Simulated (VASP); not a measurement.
# Ru (P6_3/mmc) in VASP: notebook

Aim: see how the results for Ru move with the level of theory and the settings. Levels: SCAN, SCAN+D3. Tasks: relaxation of cell and atoms.

Everything below comes from runs of VASP 6.6.1. Logs are shortened: lines on timing, memory, paths and dates and some standing lists are left out, and cuts for length are marked.

## (1) The crystal as given

It takes space group P6_3/mmc (No. 194, hexagonal). The conventional cell has a = 2.706 Å, b = 2.706 Å, c = 4.282 Å, α = 90.00°, β = 90.00°, γ = 120.00°. Ru (site symmetry -6m2) is surrounded by 12 Ru at 2.65 to 2.71 Å.

## (2) Relaxation of cell and atoms, SCAN

File INCAR:

```
SYSTEM = Ru
ALGO     = Normal         ! electronic algorithm
EDIFF    = 1E-7           ! SCF threshold, eV
EDIFFG   = -0.005         ! ionic threshold
ENCUT    = 600            ! plane-wave cutoff, eV
IBRION   = 2              ! ionic algorithm
ISIF     = 3              ! what is computed and relaxed
ISMEAR   = -1             ! smearing method
LASPH    = .TRUE.         ! aspherical terms in the spheres
LCHARG   = .FALSE.        ! write CHGCAR
LMIXTAU  = .TRUE.       
LREAL    = .FALSE.        ! projectors in reciprocal space
LWAVE    = .FALSE.        ! write WAVECAR
METAGGA  = SCAN           ! meta-GGA
NELM     = 60             ! most SCF steps
NSW      = 60             ! ionic steps
PREC     = Accurate       ! precision mode
SIGMA    = 0.05           ! smearing width, eV
```

File KPOINTS:

```
k-points
0
G
  11 11 6
  0 0 0
```

File POSCAR:

```
Ru
1.0
    2.7058000000      0.0000000000      0.0000000000
   -1.3529000000      2.3432915376      0.0000000000
    0.0000000000      0.0000000000      4.2819000000
Ru
2
Direct
    0.6666666667      0.3333333333      0.7500000000
    0.3333333333      0.6666666667      0.2500000000
```

Potentials or basis: VASP PAW PBE potentials, release 64 (Ru_pv).

Launch:

```console
$ cat potpaw_PBE.64/Ru_pv/POTCAR > POTCAR
$ mpirun -np 1 vasp_std > vasp.out
```

OUTCAR:

```text
SYSTEM = Ru
   EDIFF = 1E-7
   EDIFFG = -0.005
   ENCUT = 600
   IBRION = 2
   ISIF = 3
   ISMEAR = -1
   LASPH = .TRUE.
   LREAL = .FALSE.
   METAGGA = SCAN
   NELM = 60
   NSW = 60
   PREC = Accurate

 ion  position               nearest neighbor table
   1  0.667  0.333  0.750-   2 2.65   2 2.65   2 2.65   2 2.65   2 2.65   2 2.65
   2  0.333  0.667  0.250-   1 2.65   1 2.65   1 2.65   1 2.65   1 2.65   1 2.65

  LATTYP: Found a hexagonal cell.
 ALAT       =     2.7058000000
 C/A-ratio  =     1.5824894671

  Lattice vectors:

 A1 = (   2.7058000000,   0.0000000000,   0.0000000000)
 A2 = (  -1.3529000000,   2.3432915376,   0.0000000000)
 A3 = (   0.0000000000,   0.0000000000,   4.2819000000)

Analysis of symmetry for initial positions (statically):
=====================================================================
 Subroutine PRICEL returns:
 Original cell was already a primitive cell.

 Routine SETGRP: Setting up the symmetry group for a
 hexagonal supercell.

 Subroutine GETGRP returns: Found 24 space group operations
 (whereof 12 operations were pure point group operations)
 out of a pool of 24 trial point group operations.

The static configuration has the point symmetry D_3d.
 The point group associated with its full space group is D_6h.

Analysis of symmetry for dynamics (positions and initial velocities):
=====================================================================
 Subroutine PRICEL returns:
 Original cell was already a primitive cell.

 Routine SETGRP: Setting up the symmetry group for a
 hexagonal supercell.

 Subroutine GETGRP returns: Found 24 space group operations
 (whereof 12 operations were pure point group operations)
 out of a pool of 24 trial point group operations.

The dynamic configuration has the point symmetry D_3d.
 The point group associated with its full space group is D_6h.

 Subroutine INISYM returns: Found 24 space group operations
 (whereof 12 operations are pure point group operations),
 and found     1 'primitive' translations

----------------------------------------------------------------------------------------

                                     Primitive cell

  volume of cell :      27.1493

  direct lattice vectors                    reciprocal lattice vectors
     2.705800000  0.000000000  0.000000000     0.369576465  0.213375072  0.000000000
    -1.352900000  2.343291538  0.000000000     0.000000000  0.426750144  0.000000000
     0.000000000  0.000000000  4.281900000     0.000000000  0.000000000  0.233541185

  length of vectors
     2.705800000  2.705800000  4.281900000     0.426750144  0.426750144  0.233541185

  position of ions in fractional coordinates (direct lattice)
     0.666666667  0.333333333  0.750000000
     0.333333333  0.666666667  0.250000000

  ion indices of the primitive-cell ions
   primitive index   ion index
                 1           1
                 2           2

----------------------------------------------------------------------------------------

 KPOINTS: k-points

Automatic generation of k-mesh.
 Grid dimensions read from file:
 generate k-points for:   11   11    6

 Generating k-lattice:

  Cartesian coordinates                     Fractional coordinates (reciprocal lattice)
     0.033597860  0.019397734  0.000000000     0.090909091  0.000000000  0.000000000
     0.000000000  0.038795468  0.000000000     0.000000000  0.090909091  0.000000000
     0.000000000  0.000000000  0.038923531     0.000000000  0.000000000  0.166666667

  Length of vectors
     0.038795468  0.038795468  0.038923531

  Shift w.r.t. Gamma in fractional coordinates (k-lattice)
     0.000000000  0.000000000  0.000000000

 Subroutine IBZKPT returns following result:
 ===========================================

 Found     64 irreducible k-points:

 Following reciprocal coordinates:
            Coordinates               Weight
  0.000000  0.000000  0.000000      1.000000
  0.090909  0.000000  0.000000      6.000000
  0.181818  0.000000  0.000000      6.000000
  0.272727  0.000000  0.000000      6.000000
  0.363636  0.000000  0.000000      6.000000
  0.454545  0.000000  0.000000      6.000000
[... 16 lines left out ...]
  0.090909  0.090909  0.166667     12.000000
  0.181818  0.090909  0.166667     24.000000
 [... further k-points ...]
   k-points           NKPTS =     64   k-points in BZ     NKDIM =     64   number of bands    NBANDS=     18
   number of dos      NEDOS =    301   number of ions     NIONS =      2
   total plane-waves  NPLWV =  20736
   dimension x,y,z NGX =    24 NGY =   24 NGZ =   36
   dimension x,y,z NGXF=    48 NGYF=   48 NGZF=   72
   ions per type =               2
   NGX,Y,Z   is equivalent  to a cutoff of  14.75, 14.75, 13.98 a.u.
   NGXF,Y,Z  is equivalent  to a cutoff of  29.49, 29.49, 27.95 a.u.
 SYSTEM =  Ru
   PREC   = accura    normal or accurate (medium, high low for compatibility)
   ISTART =      0    job   : 0-new  1-cont  2-samecut
   ICHARG =      2    charge: 1-file 2-atom 10-const
   ISPIN  =      1    spin polarized calculation?
   LNONCOLLINEAR =      F non collinear calculations
   LSORBIT =      F    spin-orbit coupling
   LASPH  =      T    aspherical Exc in radial PAW
   ENCUT  =  600.0 eV  44.10 Ry    6.64 a.u.   5.40  5.40  8.55*2*pi/ulx,y,z
   NELM   =     60;   NELMIN=  2; NELMDL= -5     # of ELM steps
   EDIFF  = 0.1E-06   stopping-criterion for ELM
   LREAL  =      F    real-space projection
   EDIFFG = -.5E-02   stopping-criterion for IOM
   NSW    =     60    number of steps for IOM
   IBRION =      2    ionic relax: 0-MD 1-quasi-New 2-CG
   NFREE  =      1    steps in history (QN), initial steepest desc. (CG)
   ISIF   =      3    stress and relaxation
   ISYM   =      2    0-nonsym 1-usesym 2-fastsym
   POTIM  = 0.5000    time-step for ionic-motion
   TEBEG  =    0.0;   TEEND  =   0.0 temperature during run
   PSTRESS=    0.0 pullay stress
   NELECT =      28.0000    total number of electrons
   NUPDOWN=      -1.0000    fix difference up-down
   EMIN   =  10.00;   EMAX   =-10.00  energy-range for DOS
   EFERMI =   0.00;   METHOD = LEGACY
   ISMEAR =    -1;   SIGMA  =   0.05  broadening in eV -4-tet -1-fermi 0-gaus
   EFERMI_NEDOS =   21; number of points for ismear=-14 and -15
   IALGO  =     38    algorithm
   IMIX   =      4    mixing-type and parameters
     AMIX     =   0.40;   BMIX     =  1.00
     AMIX_MAG =   1.60;   BMIX_MAG =  1.00
  volume/ion in A,a.u.               =      13.57        91.61
  Fermi-wavevector in a.u.,A,eV,Ry     =   1.654022  3.125649 37.222674  2.735789
  Thomas-Fermi vector in A             =   2.742361
   LORBIT       =      0    0 simple, 1 ext, 2 COOP (PROOUT), +10 PAW based schemes
   METAGGA = SCAN    functional components
   LHFCALC =     F    Hartree Fock is set to
   AEXX    =    0.0000 exact exchange contribution
   IVDW    =     0    specifies the selected vdW correction
   LEPSILON=     F    determine dielectric tensor
   LRPA    =     F    only Hartree local field effects (RPA)
 conjugate gradient relaxation of ions
 non-spin polarized calculation
  energy-cutoff  :      600.00
  volume of cell :       27.15
 maximum number of plane-waves:       935
 NGX is ok and might be reduce to    24
   NGX = 11   NGY = 11   NGZ = 17

--------------------------------------- Ionic step        1  -------------------------------------------

 number of electron      28.0000002 magnetization

 Free energy of the ion-electron system (eV)
  ---------------------------------------------------
  ext. energy  EPLUGINS =         0.00000000
  ---------------------------------------------------
  free energy    TOTEN  =       -69.64161789 eV

  energy without entropy =      -69.62659213  energy(sigma->0) =      -69.63410501

------------------------ aborting loop because EDIFF is reached ----------------------------------------

  FORCE on cell =-STRESS in cart. coord.  units (eV):
  Direction    XX          YY          ZZ          XY          YZ          ZX
  --------------------------------------------------------------------------------------
  -------------------------------------------------------------------------------------
  Total       -0.7291098     -0.7291098     -1.0820081      0.0000000      0.0000000      0.0000000
  in kB      -43.0273900    -43.0273900    -63.8531861      0.0000000      0.0000000      0.0000000
  external PRESSURE =     -49.9693221 kB  Pullay stress =       0.0000000 kB
[... 89 lines left out ...]
  FREE ENERGIE OF THE ION-ELECTRON SYSTEM (eV)
  ---------------------------------------------------
  free  energy   TOTEN  =       -69.6497044955 eV

  energy  without entropy=      -69.6351204378  energy(sigma->0) =      -69.64241247

[... ionic steps 4 to 7 ...]

--------------------------------------- Ionic step        8  -------------------------------------------

 number of electron      27.9999997 magnetization

------------------------ aborting loop because EDIFF is reached ----------------------------------------

  FORCE on cell =-STRESS in cart. coord.  units (eV):
  Direction    XX          YY          ZZ          XY          YZ          ZX
  --------------------------------------------------------------------------------------
  -------------------------------------------------------------------------------------
  Total        0.0152806      0.0152806      0.0194333     -0.0000000      0.0000000      0.0000000
  in kB        0.9151234      0.9151234      1.1638239     -0.0000000      0.0000000      0.0000000
  external PRESSURE =       0.9980236 kB  Pullay stress =       0.0000000 kB
[... 57 lines left out ...]
  energy  without entropy=      -69.6350082615  energy(sigma->0) =      -69.64229271

--------------------------------------- Ionic step       10  -------------------------------------------

 number of electron      27.9999997 magnetization

 Free energy of the ion-electron system (eV)
  ---------------------------------------------------
  ext. energy  EPLUGINS =         0.00000000
  ---------------------------------------------------
  free energy    TOTEN  =       -69.64965498 eV

  energy without entropy =      -69.63510326  energy(sigma->0) =      -69.64237912

 E-fermi :  12.8243     XC(G=0): -15.8080

 val. band max:       12.8079527527   @ k =   0.2727   0.0000   0.0000
 cond. band min:      12.8313496270   @ k =   0.3636   0.0909   0.3333
 fundamental gap:      0.0233968744
 Fermi energy:        12.8243374845

 k-point     1 :       0.0000    0.0000    0.0000
  band No.  band energies     occupation
      1     -32.3700      2.00000
      2     -31.3045      2.00000
      3     -31.3044      2.00000
      4     -31.1070      2.00000
      5     -31.1069      2.00000
      6     -31.0525      2.00000
[... 10 lines left out ...]
     17      14.2020      0.00000
     18      14.2020      0.00000
[... 466 lines left out ...]
      2     -31.6376      2.00000
      3     -31.5821      2.00000
      4     -31.4072      2.00000
      5     -31.2102      2.00000
      6     -31.1679      2.00000
[... 10 lines left out ...]
     17      14.5512      0.00000
     18      18.8321      0.00000

 [... further k-points ...]
[... 5 lines left out ...]
  --------------------------------------------------------------------------------------
  -------------------------------------------------------------------------------------
  Total       -0.0001150     -0.0001150     -0.0001491      0.0000000     -0.0000000      0.0000000
  in kB       -0.0068856     -0.0068856     -0.0089240      0.0000000     -0.0000000      0.0000000
  external PRESSURE =      -0.0075651 kB  Pullay stress =       0.0000000 kB
[... 17 lines left out ...]
  FREE ENERGIE OF THE ION-ELECTRON SYSTEM (eV)
  ---------------------------------------------------
  free  energy   TOTEN  =       -69.6496549767 eV

  energy  without entropy=      -69.6351032574  energy(sigma->0) =      -69.64237912

 reached required accuracy - stopping structural energy minimisation
```

Wall time 11 min (1 thread of Intel Xeon Platinum 8488C (Sapphire Rapids), shared host); peak memory 0.19 GiB.

What came out:

```
Free energy                            : -69.6497 eV
Relaxed volume                         : 13.38 Å³/atom
Relaxed cell                           : a = 2.696 Å, b = 2.696 Å, c = 4.251 Å, α = 90.00°, β = 90.00°, γ = 120.00°
Space group after relaxing (to 0.05 Å) : P6_3/mmc (No. 194)
Energy gained by relaxing              : 4.0 meV/atom
Ionic steps                            : 10
Pressure after relaxing                : 0.0 GPa
Band gap on the k mesh                 : none (metal or under the smearing width)
```

The path:
| step | energy change (eV) | largest force (eV/Å) | pressure (GPa) | volume (Å³) |
| --- | --- | --- | --- | --- |
| 1 | 0.0000 | 0.0000 | -5.00 | 27.15 |
| 2 | 0.0582 | 0.0000 | 18.83 | 25.52 |
| 3 | -0.0081 | 0.0000 | 0.64 | 26.71 |
| 4 | -0.0080 | 0.0000 | 0.06 | 26.75 |
| 5 | -0.0080 | 0.0000 | 0.16 | 26.75 |
| 6 | -0.0080 | 0.0000 | 0.06 | 26.76 |
| 7 | -0.0081 | 0.0000 | 0.12 | 26.75 |
| 8 | -0.0081 | 0.0000 | 0.10 | 26.75 |
| 9 | -0.0080 | 0.0000 | -0.23 | 26.78 |
| 10 | -0.0080 | 0.0000 | 0.00 | 26.76 |

Final structure:
```cif
data_structure
_symmetry_space_group_name_H-M 'P 1'
_symmetry_Int_Tables_number 1
_cell_length_a 2.6961
_cell_length_b 2.6961
_cell_length_c 4.2511
_cell_angle_alpha 90.000
_cell_angle_beta 90.000
_cell_angle_gamma 120.000
_cell_volume 26.76
loop_
_atom_site_label
_atom_site_type_symbol
_atom_site_fract_x
_atom_site_fract_y
_atom_site_fract_z
_atom_site_occupancy
Ru1 Ru 0.66667 0.33333 0.75000 1
Ru2 Ru 0.33333 0.66667 0.25000 1
```

Caveat: the PAW data sets were made with another functional, which shifts forces and pressure a little.

[end of part 1 of 2]
